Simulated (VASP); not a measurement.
# KCl (Pm-3m) in VASP: further runs

The runs below take KCl through single point, with PBE.

Everything below comes from runs of VASP 6.6.1. Logs are shortened: lines on timing, memory, paths and dates and some standing lists are left out, and cuts for length are marked.

## 1. Starting point

It takes space group Pm-3m (No. 221, cubic). Conventional cell: a = 3.839 Å, b = 3.839 Å, c = 3.839 Å, α = 90.00°, β = 90.00°, γ = 90.00°. Around K (site symmetry m-3m) lie 8 Cl at 3.32 Å. Cl (site symmetry m-3m) is surrounded by 8 K at 3.32 Å.

Measurements of this composition are mostly on another form, of space group No. 225.

## 2. Single point, PBE

INCAR

```
PREC     = Accurate       # precision mode
ENCUT    = 520            # plane-wave cutoff, eV
EDIFF    = 1E-6           # SCF threshold, eV
ISMEAR   = 0              # smearing method
SIGMA    = 0.1            # smearing width, eV
LREAL    = False          # projectors in reciprocal space
LASPH    = True           # aspherical terms in the spheres
NELM     = 60             # most SCF steps
ALGO     = Normal         # electronic algorithm
ISIF     = 2              # what is computed and relaxed
LWAVE    = False          # write WAVECAR
LCHARG   = False          # write CHGCAR
GGA      = PE             # functional
NBANDS   = 15             # bands
```

KPOINTS

```
regular mesh
0
Gamma
  4 4 4
```

POSCAR

```
KCl
1.0
    3.8391960000      0.0000000000      0.0000000000
    0.0000000000      3.8391960000      0.0000000000
    0.0000000000      0.0000000000      3.8391960000
K Cl
1 1
Direct
    0.0000000000      0.0000000000      0.0000000000
    0.5000000000      0.5000000000      0.5000000000
```

Potentials or basis: VASP PAW PBE potentials, release 64 (K_sv, Cl).

Command:

```bash
cat potpaw_PBE.64/K_sv/POTCAR potpaw_PBE.64/Cl/POTCAR > POTCAR
mpirun -np 1 vasp_std > vasp.out
```

OUTCAR:

```text
PREC = Accurate
   ENCUT = 520
   EDIFF = 1E-6
   ISMEAR = 0
   LREAL = False
   LASPH = True
   NELM = 60
   ISIF = 2
   GGA = PE

 ion  position               nearest neighbor table
   1  0.000  0.000  0.000-
   2  0.500  0.500  0.500-

  LATTYP: Found a simple cubic cell.
 ALAT       =     3.8391960000

  Lattice vectors:

 A1 = (   3.8391960000,   0.0000000000,   0.0000000000)
 A2 = (   0.0000000000,   3.8391960000,   0.0000000000)
 A3 = (   0.0000000000,   0.0000000000,   3.8391960000)

Analysis of symmetry for initial positions (statically):
=====================================================================
 Subroutine PRICEL returns:
 Original cell was already a primitive cell.

 Routine SETGRP: Setting up the symmetry group for a
 simple cubic supercell.

 Subroutine GETGRP returns: Found 48 space group operations
 (whereof 48 operations were pure point group operations)
 out of a pool of 48 trial point group operations.

The static configuration has the point symmetry O_h .

Analysis of symmetry for dynamics (positions and initial velocities):
=====================================================================
 Subroutine PRICEL returns:
 Original cell was already a primitive cell.

 Routine SETGRP: Setting up the symmetry group for a
 simple cubic supercell.

 Subroutine GETGRP returns: Found 48 space group operations
 (whereof 48 operations were pure point group operations)
 out of a pool of 48 trial point group operations.

The dynamic configuration has the point symmetry O_h .

 Subroutine INISYM returns: Found 48 space group operations
 (whereof 48 operations are pure point group operations),
 and found     1 'primitive' translations

----------------------------------------------------------------------------------------

                                     Primitive cell

  volume of cell :      56.5875

  direct lattice vectors                    reciprocal lattice vectors
     3.839196000  0.000000000  0.000000000     0.260471203  0.000000000  0.000000000
     0.000000000  3.839196000  0.000000000     0.000000000  0.260471203  0.000000000
     0.000000000  0.000000000  3.839196000     0.000000000  0.000000000  0.260471203

  length of vectors
     3.839196000  3.839196000  3.839196000     0.260471203  0.260471203  0.260471203

  position of ions in fractional coordinates (direct lattice)
     0.000000000  0.000000000  0.000000000
     0.500000000  0.500000000  0.500000000

[... 71 lines left out ...]
   PSTRESS=    0.0 pullay stress
   NELECT =      16.0000    total number of electrons
   NUPDOWN=      -1.0000    fix difference up-down
   EMIN   =  10.00;   EMAX   =-10.00  energy-range for DOS
   EFERMI =   0.00;   METHOD = LEGACY
   ISMEAR =     0;   SIGMA  =   0.10  broadening in eV -4-tet -1-fermi 0-gaus
   EFERMI_NEDOS =   21; number of points for ismear=-14 and -15
   IALGO  =     38    algorithm
   IMIX   =      4    mixing-type and parameters
     AMIX     =   0.40;   BMIX     =  1.00
     AMIX_MAG =   1.60;   BMIX_MAG =  1.00
  volume/ion in A,a.u.               =      28.29       190.94
  Fermi-wavevector in a.u.,A,eV,Ry     =   1.074504  2.030517 15.708715  1.154558
  Thomas-Fermi vector in A             =   2.210334
   LORBIT       =      0    0 simple, 1 ext, 2 COOP (PROOUT), +10 PAW based schemes
   GGA     = PE    functional components
   LHFCALC =     F    Hartree Fock is set to
   AEXX    =    0.0000 exact exchange contribution
   IVDW    =     0    specifies the selected vdW correction
   LEPSILON=     F    determine dielectric tensor
   LRPA    =     F    only Hartree local field effects (RPA)
 non-spin polarized calculation
 Gauss-broadening in eV      SIGMA  =   0.10
  energy-cutoff  :      520.00
  volume of cell :       56.59
 maximum number of plane-waves:      1568
 NGX is ok and might be reduce to    30
   NGX = 15   NGY = 15   NGZ = 15

 number of electron      16.0000007 magnetization

 Free energy of the ion-electron system (eV)
  ---------------------------------------------------
  ext. energy  EPLUGINS =         0.00000000
  ---------------------------------------------------
  free energy    TOTEN  =        -6.65335640 eV

  energy without entropy =       -6.65335640  energy(sigma->0) =       -6.65335640

 E-fermi :  -0.4045     XC(G=0):  -8.0706

 val. band max:       -0.8300121445   @ k =   0.5000   0.5000   0.0000
 cond. band min:       3.9646344381   @ k =   0.0000   0.0000   0.0000
 fundamental gap:      4.7946465826
 Fermi energy:        -0.4045102444

 k-point     1 :       0.0000    0.0000    0.0000
  band No.  band energies     occupation
      1     -28.8977      2.00000
      2     -13.3962      2.00000
      3     -12.2840      2.00000
      4     -12.2840      2.00000
      5     -12.2840      2.00000
      6      -1.0332      2.00000
      7      -1.0332      2.00000
      8      -1.0332      2.00000
      9       3.9646      0.00000
     10       5.7365      0.00000
     11       5.7365      0.00000
     12       9.8057      0.00000
     13       9.8057      0.00000
     14       9.8057      0.00000
[... 149 lines left out ...]
      2     -12.9974      2.00000
      3     -12.4520      2.00000
      4     -12.4520      2.00000
      5     -12.4520      2.00000
      6      -2.1363      2.00000
      7      -2.1363      2.00000
      8      -2.1363      2.00000
      9       7.9735      0.00000
     10       7.9735      0.00000
     11       7.9735      0.00000
     12       9.0490      0.00000
     13       9.0490      0.00000
     14       9.0490      0.00000
     15      11.3952      0.00000

------------------------ aborting loop because EDIFF is reached ----------------------------------------

  FORCE on cell =-STRESS in cart. coord.  units (eV):
  Direction    XX          YY          ZZ          XY          YZ          ZX
  --------------------------------------------------------------------------------------
  -------------------------------------------------------------------------------------
  Total       -0.0087817     -0.0087817     -0.0087817     -0.0000000     -0.0000000      0.0000000
  in kB       -0.2486390     -0.2486390     -0.2486390     -0.0000000     -0.0000000      0.0000000
  external PRESSURE =      -0.2486390 kB  Pullay stress =       0.0000000 kB

 VOLUME and BASIS-vectors are now :
 -----------------------------------------------------------------------------
  energy-cutoff  :      520.00
  volume of cell :       56.59
      direct lattice vectors                 reciprocal lattice vectors
     3.839196000  0.000000000  0.000000000     0.260471203  0.000000000  0.000000000
     0.000000000  3.839196000  0.000000000     0.000000000  0.260471203  0.000000000
     0.000000000  0.000000000  3.839196000     0.000000000  0.000000000  0.260471203

 POSITION                                       TOTAL-FORCE (eV/Angst)
 -----------------------------------------------------------------------------------
      0.00000      0.00000      0.00000         0.000000      0.000000      0.000000
      1.91960      1.91960      1.91960         0.000000      0.000000      0.000000
 -----------------------------------------------------------------------------------
    total drift:                                0.000000      0.000000     -0.000000

  FREE ENERGIE OF THE ION-ELECTRON SYSTEM (eV)
  ---------------------------------------------------
  free  energy   TOTEN  =        -6.6533563997 eV

  energy  without entropy=       -6.6533563997  energy(sigma->0) =       -6.65335640
```

stdout:

```text
POSCAR found type information on POSCAR K Cl
 POSCAR found :  2 types and       2 ions
 scaLAPACK will be used
 LDA part: xc-table for (Slater+PW92), standard interpolation
 POSCAR, INCAR and KPOINTS ok, starting setup
 FFT: planning ... GRIDC
 FFT: planning ... GRID_SOFT
 FFT: planning ... GRID
 WAVECAR not read
 entering main loop
```

Run time: 6.7 s. Hardware: 1 thread of Intel Xeon 6975P-C (Granite Rapids), shared host; peak memory 0.16 GiB.

What came out:

- Free energy: -6.6534 eV
- Pressure: 0.0 GPa
- Band gap on the k mesh: 4.79 eV, indirect (least direct gap 5.00 eV)

## 3. Single point, PBE

INCAR

```
ALGO = Normal
EDIFF = 1E-6
ENCUT = 520
GGA = PE
ISIF = 2
ISMEAR = 0
LASPH = True
LCHARG = False
LREAL = False
LWAVE = False
NBANDS = 15
NELM = 60
PREC = Accurate
SIGMA = 0.1
```

KPOINTS

```
k-points
0
Gamma
  4 4 4
```

POSCAR is that of step 2.

Potentials or basis: VASP PAW PBE potentials, release 64 (K_sv, Cl).

Command:

```bash
cat potpaw_PBE.64/K_sv/POTCAR potpaw_PBE.64/Cl/POTCAR > POTCAR
mpirun -np 1 vasp_std > vasp.out
```

Wall time 5.4 s (1 thread of Intel Xeon 6975P-C (Granite Rapids), shared host); peak memory 0.16 GiB.

The run converged. Its results:

| Item | Value |
| --- | --- |
| Free energy | -6.6534 eV |
| Pressure | 0.0 GPa |
| Band gap on the k mesh | 4.79 eV, indirect (least direct gap 5.00 eV) |

Levels at points of the mesh, in eV from the valence-band top:
| k point | band 5 | band 6 | band 7 | band 8 | band 9 | band 10 | band 11 | band 12 |
| --- | --- | --- | --- | --- | --- | --- | --- | --- |
| (0.00, 0.00, 0.00) | -11.45 | -0.20 | -0.20 | -0.20 | 4.79 | 6.57 | 6.57 | 10.64 |
| (0.50, 0.00, 0.00) | -11.30 | -1.76 | -0.21 | -0.21 | 7.70 | 7.91 | 8.24 | 10.14 |
| (0.50, 0.50, 0.00) | -11.40 | -1.19 | -1.19 | 0.00 | 6.18 | 7.28 | 8.94 | 8.94 |
| (0.50, 0.50, 0.50) | -11.62 | -1.31 | -1.31 | -1.31 | 8.80 | 8.80 | 8.80 | 9.88 |

## 4. Single point, PBE

INCAR

```
PREC = Accurate ; ENCUT = 520
EDIFF = 1E-6 ; ISMEAR = 0
SIGMA = 0.1 ; LREAL = F
LASPH = T ; NELM = 100
ALGO = Fast ; ISIF = 2
LWAVE = F ; LCHARG = F
GGA = PE ; NBANDS = 15
```

KPOINTS

```
Automatic mesh
0
Gamma
  4 4 4
```

POSCAR is that of step 3.

Command:

```bash
cat potpaw_PBE.64/K_sv/POTCAR potpaw_PBE.64/Cl/POTCAR > POTCAR
mpirun -np 1 vasp_std > vasp.out
```

Run time: 6.6 s. Hardware: 1 thread of Intel Xeon 6975P-C (Granite Rapids), shared host; peak memory 0.15 GiB.

It converged, with:

```
Free energy            : -6.6534 eV
Pressure               : 0.0 GPa
Band gap on the k mesh : 4.79 eV, indirect (least direct gap 5.00 eV)
```

Levels at points of the mesh, in eV from the valence-band top:
```
           k point  band 5  band 6  band 7  band 8  band 9  band 10  band 11  band 12
(0.00, 0.00, 0.00)  -11.45   -0.20   -0.20   -0.20    4.79     6.57     6.57    10.64
(0.50, 0.00, 0.00)  -11.30   -1.76   -0.21   -0.21    7.70     7.91     8.24    10.14
(0.50, 0.50, 0.00)  -11.40   -1.19   -1.19    0.00    6.18     7.28     8.94     8.94
(0.50, 0.50, 0.50)  -11.62   -1.31   -1.31   -1.31    8.80     8.80     8.80     9.88
```
